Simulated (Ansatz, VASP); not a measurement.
# HfC in VASP and in Ansatz

```
CELL_PARAMETERS angstrom
0.00000 2.32500 2.32500
2.32500 0.00000 2.32500
2.32500 2.32500 0.00000
ATOMIC_POSITIONS crystal
Hf 0.50000 0.50000 0.50000
C 0.00000 0.00000 0.00000
```

Alike in both runs: task single point; functional PBE; k mesh 6 × 6 × 6; occupations gaussian, width 0.05 eV; no spin polarisation.

|  | VASP | Ansatz |
| --- | --- | --- |
| version | VASP 6.6.1 | Ansatz 0.2.0 |
| potentials or method | VASP PAW PBE potentials, release 64 (Hf_pv, C) | scalar-relativistic, plane waves, PAW |
| plane-wave cutoff (eV) | 520 | 420 |
| valence electrons in the cell | 14 | 30 |

|  | VASP | Ansatz | Ansatz less VASP |
| --- | --- | --- | --- |
| gap on the k mesh at the Fermi level (eV) | none | none | - |
| pressure (GPa) | -0.5 | 0.2 | +0.68 |

A gap of «none» marks a metal or a gap that the smearing closes. The two sets of potentials don't hold the same shells in valence.

Caveats: the k mesh is coarse (spacing up to 0.39 Å⁻¹), so the values aren't converged. The runs have no spin-orbit coupling, so splittings on Hf are missing.
